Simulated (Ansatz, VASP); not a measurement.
Two plane-wave programs on LiCl

```
Li Cl
1.0
     0.00000    2.56477    2.56477
     2.56477    0.00000    2.56477
     2.56477    2.56477    0.00000
Li Cl
1 1
Direct
  0.00000 0.00000 0.00000
  0.50000 0.50000 0.50000
```

Alike in both runs: task relaxation of cell and atoms; functional r2SCAN; k mesh 8 × 8 × 8; occupations gaussian, width 0.02 eV; no spin polarisation.

|  | VASP | Ansatz |
| --- | --- | --- |
| version | VASP 6.6.1 | Ansatz 0.2.0 |
| potentials or method | VASP PAW PBE potentials, release 64 (Li_sv, Cl) | scalar-relativistic, plane waves, PAW |
| plane-wave cutoff (eV) | 600 | 500 |
| valence electrons in the cell | 10 | 10 |

Ansatz gave:

| Quantity | Value |
| --- | --- |
| gap on the k mesh at the Fermi level, each at its own relaxed structure (eV) | 7.29 |
| relaxed volume (Å³/atom) | 16.70 |
| relaxed cell length with the largest relative difference (Å) | 3.615 |
| energy change over the relaxation (meV/atom) | 0 |

Problem. Estimate VASP's values.

Solution. gap on the k mesh at the Fermi level, each at its own relaxed structure (eV): 7.46; relaxed volume (Å³/atom): 16.46; relaxed cell length with the largest relative difference (Å): 3.597; energy change over the relaxation (meV/atom): -1.

Caveats: the cutoff is under 1.25 times the usual one of these potentials, so pressure, stress and relaxed cells hold a basis-set (Pulay) error (VASP); the PAW data sets were made with another functional, which shifts forces and pressure a little (VASP). r2SCAN opens gaps a little over a GGA but as a rule still falls short of measured ones. A k mesh can miss the band edges.
